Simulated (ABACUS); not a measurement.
# CdTe (F-43m) in ABACUS: a series of runs, part 2 of 2

ABACUS 3.10.1.

## 3. Equation of state, revTPSS, 30.95 Å³/atom (volume scaled by 0.94)

Input file run_abacus.py:

```python
"""ABACUS run from a structure file: ASE reads it, the script writes STRU, KPT and INPUT."""
import re
import subprocess
import spglib
from ase import Atoms
from ase.io import read
from ase.units import Bohr

atoms = read("CdTe.cif")
cell, frac, numbers = spglib.standardize_cell((atoms.cell[:], atoms.get_scaled_positions(), atoms.numbers), to_primitive=True, symprec=1e-4)
atoms = Atoms(numbers=numbers, cell=cell, scaled_positions=frac, pbc=True)  # the primitive cell
atoms = atoms[(-atoms.numbers).argsort(kind="stable")]  # ABACUS lists atoms element by element
pseudo = {'Te': 'Te_ONCV_PBE-1.2.upf', 'Cd': 'Cd_ONCV_PBE-1.2.upf'}
orbital = {}
magmoms = None
kmesh = [4, 4, 4]
params = {
    'suffix': 'CdTe',
    'calculation': 'scf',
    'basis_type': 'pw',
    'pseudo_dir': './',
    'symmetry': 1,
    'dft_functional': 'MGGA_X_REVTPSS+MGGA_C_REVTPSS',
    'ecutwfc': 119,
    'pseudo_rcut': 10,
    'nspin': 1,
    'nbands': 22,
    'ks_solver': 'dav',
    'smearing_method': 'fd',
    'smearing_sigma': 0.00367493,
    'scf_thr': 1e-08,
    'scf_nmax': 100,
    'mixing_type': 'broyden',
    'mixing_beta': 0.7,
    'cal_force': 1,
    'cal_stress': 1,
    'mixing_tau': 1,
    'kpar': 4,
}

symbols = atoms.get_chemical_symbols()
elements = list(dict.fromkeys(symbols))
lines = ["ATOMIC_SPECIES"] + [f"{e} {atoms.get_masses()[symbols.index(e)]:.4f} {pseudo[e]}" for e in elements]
if orbital:
    lines += ["", "NUMERICAL_ORBITAL"] + [orbital[e] for e in elements]
lines += ["", "LATTICE_CONSTANT", f"{1 / Bohr:.10f}", "", "LATTICE_VECTORS"]
lines += [" ".join(f"{x:.10f}" for x in v) for v in atoms.cell]
lines += ["", "ATOMIC_POSITIONS", "Direct"]
for e in elements:
    lines += ["", e, "0.0", str(symbols.count(e))]
    for i, p in enumerate(atoms.get_scaled_positions(wrap=False)):
        if symbols[i] == e:
            mag = "" if magmoms is None else " mag " + " ".join(str(x) for x in (magmoms[i] if isinstance(magmoms[i], list) else [magmoms[i]]))
            lines.append(" ".join(f"{x:.10f}" for x in p) + " 1 1 1" + mag)
open("STRU", "w").write("\n".join(lines) + "\n")
open("KPT", "w").write("K_POINTS\n0\nGamma\n%d %d %d 0 0 0\n" % tuple(kmesh))
open("INPUT", "w").write("INPUT_PARAMETERS\n" + "".join(f"{k:<20s}{v}\n" for k, v in params.items()))

done = subprocess.run(['mpirun', '-np', '4', 'abacus'])
if done.returncode:
    raise SystemExit(done.returncode)
log = open("OUT.CdTe/running_scf.log").read()
print("final energy (eV):", re.findall(r"FINAL_ETOT_IS (\S+)", log))
```

Input file CdTe.cif:

```cif
data_CdTe
_cell_length_a 6.27914696
_cell_length_b 6.27914696
_cell_length_c 6.27914696
_cell_angle_alpha 90.00000000
_cell_angle_beta 90.00000000
_cell_angle_gamma 90.00000000
_space_group_name_H-M_alt 'F-43m'
_space_group_name_Hall 'F -4 2 3'
_space_group_IT_number 216
loop_
_space_group_symop_operation_xyz
'x,y,z'
'y,-x,-z'
'-x,-y,z'
'-y,x,-z'
'x,-y,-z'
'y,x,z'
'-x,y,-z'
'-y,-x,z'
'z,x,y'
'-z,y,-x'
'z,-x,-y'
'-z,-y,x'
'-z,x,-y'
'z,y,x'
'-z,-x,y'
'z,-y,-x'
'y,z,x'
'-x,-z,y'
'-y,z,-x'
'x,-z,-y'
'-y,-z,x'
'x,z,y'
'y,-z,-x'
'-x,z,-y'
'x,y+1/2,z+1/2'
'y,-x+1/2,-z+1/2'
'-x,-y+1/2,z+1/2'
'-y,x+1/2,-z+1/2'
'x,-y+1/2,-z+1/2'
'y,x+1/2,z+1/2'
'-x,y+1/2,-z+1/2'
'-y,-x+1/2,z+1/2'
'z,x+1/2,y+1/2'
'-z,y+1/2,-x+1/2'
'z,-x+1/2,-y+1/2'
'-z,-y+1/2,x+1/2'
'-z,x+1/2,-y+1/2'
'z,y+1/2,x+1/2'
'-z,-x+1/2,y+1/2'
'z,-y+1/2,-x+1/2'
'y,z+1/2,x+1/2'
'-x,-z+1/2,y+1/2'
'-y,z+1/2,-x+1/2'
'x,-z+1/2,-y+1/2'
'-y,-z+1/2,x+1/2'
'x,z+1/2,y+1/2'
'y,-z+1/2,-x+1/2'
'-x,z+1/2,-y+1/2'
'x+1/2,y,z+1/2'
'y+1/2,-x,-z+1/2'
'-x+1/2,-y,z+1/2'
'-y+1/2,x,-z+1/2'
'x+1/2,-y,-z+1/2'
'y+1/2,x,z+1/2'
'-x+1/2,y,-z+1/2'
'-y+1/2,-x,z+1/2'
'z+1/2,x,y+1/2'
'-z+1/2,y,-x+1/2'
'z+1/2,-x,-y+1/2'
'-z+1/2,-y,x+1/2'
'-z+1/2,x,-y+1/2'
'z+1/2,y,x+1/2'
'-z+1/2,-x,y+1/2'
'z+1/2,-y,-x+1/2'
'y+1/2,z,x+1/2'
'-x+1/2,-z,y+1/2'
'-y+1/2,z,-x+1/2'
'x+1/2,-z,-y+1/2'
'-y+1/2,-z,x+1/2'
'x+1/2,z,y+1/2'
'y+1/2,-z,-x+1/2'
'-x+1/2,z,-y+1/2'
'x+1/2,y+1/2,z'
'y+1/2,-x+1/2,-z'
'-x+1/2,-y+1/2,z'
'-y+1/2,x+1/2,-z'
'x+1/2,-y+1/2,-z'
'y+1/2,x+1/2,z'
'-x+1/2,y+1/2,-z'
'-y+1/2,-x+1/2,z'
'z+1/2,x+1/2,y'
'-z+1/2,y+1/2,-x'
'z+1/2,-x+1/2,-y'
'-z+1/2,-y+1/2,x'
'-z+1/2,x+1/2,-y'
'z+1/2,y+1/2,x'
'-z+1/2,-x+1/2,y'
'z+1/2,-y+1/2,-x'
'y+1/2,z+1/2,x'
'-x+1/2,-z+1/2,y'
'-y+1/2,z+1/2,-x'
'x+1/2,-z+1/2,-y'
'-y+1/2,-z+1/2,x'
'x+1/2,z+1/2,y'
'y+1/2,-z+1/2,-x'
'-x+1/2,z+1/2,-y'
loop_
_atom_site_label
_atom_site_type_symbol
_atom_site_symmetry_multiplicity
_atom_site_Wyckoff_symbol
_atom_site_fract_x
_atom_site_fract_y
_atom_site_fract_z
_atom_site_occupancy
Te1 Te 4 c 0.2500000000 0.2500000000 0.2500000000 1
Cd1 Cd 4 a 0.0000000000 0.0000000000 0.0000000000 1
```

Potentials or basis: SG15 ONCV 1.2 PBE, plane waves.

The run is started by

```console
OMP_NUM_THREADS=1 python run_abacus.py > log
```

It took 68 s on 4 MPI ranks of Intel Xeon Platinum 8375C at 2.90GHz (Ice Lake), shared host; peak memory 0.68 GiB.

The run converged. Its results:

* Free energy: -6598.8156 eV
* Pressure: 6.8 GPa
* Band gap on the k mesh: 1.19 eV, direct

Caveat: the k mesh is coarse (spacing up to 0.43 Å⁻¹), so the values aren't converged; the potentials were made for another functional, which shifts forces and pressure; spin-orbit coupling is left out, which moves the levels of the heavy elements.

## 4. Equation of state, revTPSS, 32.26 Å³/atom (volume scaled by 0.98)

run_abacus.py is that of step 3.

CdTe.cif, as its differences from that of step 3:

```diff
@@ -1,5 +1,5 @@
 data_CdTe
-_cell_length_a 6.27914696
-_cell_length_b 6.27914696
-_cell_length_c 6.27914696
+_cell_length_a 6.36697857
+_cell_length_b 6.36697857
+_cell_length_c 6.36697857
 _cell_angle_alpha 90.00000000
```

The run is started by

```console
OMP_NUM_THREADS=1 python run_abacus.py > log
```

Wall time 67 s (4 MPI ranks of Intel Xeon Platinum 8375C at 2.90GHz (Ice Lake), shared host); peak memory 0.72 GiB.

Results (log left out):

- Free energy: -6598.9050 eV
- Pressure: 4.2 GPa
- Band gap on the k mesh: 1.08 eV, direct

Caveat: the k mesh is coarse (spacing up to 0.43 Å⁻¹), so the values aren't converged; the potentials were made for another functional, which shifts forces and pressure; spin-orbit coupling is left out, which moves the levels of the heavy elements.

## 5. Equation of state, revTPSS, 33.58 Å³/atom (volume scaled by 1.02)

run_abacus.py is that of step 4.

CdTe.cif, as its differences from that of step 4:

```diff
@@ -1,5 +1,5 @@
 data_CdTe
-_cell_length_a 6.36697857
-_cell_length_b 6.36697857
-_cell_length_c 6.36697857
+_cell_length_a 6.45245157
+_cell_length_b 6.45245157
+_cell_length_c 6.45245157
 _cell_angle_alpha 90.00000000
```

The run is started by

```console
OMP_NUM_THREADS=1 python run_abacus.py > log
```

It took 67 s on 4 MPI ranks of Intel Xeon Platinum 8375C at 2.90GHz (Ice Lake), shared host; peak memory 0.72 GiB.

It converged, with:

```
Free energy            : -6598.9565 eV
Pressure               : 2.1 GPa
Band gap on the k mesh : 0.96 eV, direct
```

Caveat: the k mesh is coarse (spacing up to 0.42 Å⁻¹), so the values aren't converged; the potentials were made for another functional, which shifts forces and pressure; spin-orbit coupling is left out, which moves the levels of the heavy elements.

## 6. Equation of state, revTPSS, 34.90 Å³/atom (volume scaled by 1.06)

run_abacus.py is that of step 5.

CdTe.cif, as its differences from that of step 5:

```diff
@@ -1,5 +1,5 @@
 data_CdTe
-_cell_length_a 6.45245157
-_cell_length_b 6.45245157
-_cell_length_c 6.45245157
+_cell_length_a 6.53571819
+_cell_length_b 6.53571819
+_cell_length_c 6.53571819
 _cell_angle_alpha 90.00000000
```

Potentials or basis: SG15 ONCV 1.2 PBE, plane waves.

The run is started by

```console
OMP_NUM_THREADS=1 python run_abacus.py > log
```

Wall time 48 s (4 MPI ranks of Intel Xeon Platinum 8375C at 2.90GHz (Ice Lake), shared host); peak memory 0.76 GiB.

Results (log left out):

```yaml
Free_energy: -6598.9872 eV
Pressure: 0.5 GPa
Band_gap_on_the_k_mesh: 0.86 eV, direct
```

Caveat: the potentials were made for another functional, which shifts forces and pressure; spin-orbit coupling is left out, which moves the levels of the heavy elements.

## 7. Equation of state, revTPSS

Potentials or basis: SG15 ONCV 1.2 PBE, plane waves.

No new run: the results of the series are fitted here.

Results:

| Quantity | Value |
| --- | --- |
| Equilibrium volume | outside the volumes run |

Energy against volume, from the lowest point:
| volume (Å³/atom) | energy (meV/atom) |
| --- | --- |
| 30.947 | 85.80 |
| 32.263 | 41.09 |
| 33.580 | 15.36 |
| 34.897 | 0.00 |

Caveat: the k mesh is coarse (spacing up to 0.42 Å⁻¹), so the values aren't converged; the potentials were made for another functional, which shifts forces and pressure. The run has no spin-orbit coupling, so splittings on Te are missing.

## 8. How close it comes

Step 2. Against the measured gap of CdTe, 1.607 eV (0 K; a printed reference work, data compilation), the calculated 1.02 eV is off by -0.59 eV. Spin-orbit coupling on Cd, Te is left out. The value is that of revTPSS, without temperature or zero-point motion.
